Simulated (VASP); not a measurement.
CaO (strained rocksalt): one r²SCAN single-point calculation in two programs

```xyz
2
Lattice="0.0000 2.4935 2.4935 2.4935 0.0000 2.4935 2.4935 2.4935 0.0000" Properties=species:S:1:pos:R:3 pbc="T T T"
Ca    0.0000    0.0000    0.0000
O     2.4935    2.4935    2.4935
```

Datasets and cutoffs are each program's own. VASP's cell holds 16 valence electrons and Ansatz's 16. Ansatz's stress includes a Pulay correction; VASP's doesn't.

Cutoffs: 520 eV in VASP, 500 eV in Ansatz. k meshes: 10×10×10 and 10×10×10.

|  | VASP | Ansatz |
| --- | --- | --- |
| gap between bands v and c | 4.19 eV | 4.19 eV |
| least direct gap | 4.55 eV | 4.55 eV |
| pressure | -10.0 GPa | -10.7 GPa |

Band v is the last that the valence electrons fill when counted band by band, and c is the next. Levels in eV from the top of v, Ansatz:

```tsv
point	v−1	v	c	c+1
Γ	0.00	0.00	4.55	6.55
X	-0.39	-0.39	4.19	7.97
K	-1.20	-0.69	5.50	8.07
L	-0.99	-0.99	7.16	8.36
W	-1.03	-1.03	6.57	6.57
```

VASP:

| point | v−1 | v | c | c+1 |
| --- | --- | --- | --- | --- |
| Γ | 0.00 | 0.00 | 4.55 | 6.56 |
| X | -0.39 | -0.39 | 4.19 | 7.96 |
| K | -1.19 | -0.70 | 5.50 | 8.08 |
| L | -0.99 | -0.99 | 7.17 | 8.36 |
| W | -1.03 | -1.03 | 6.57 | 6.57 |
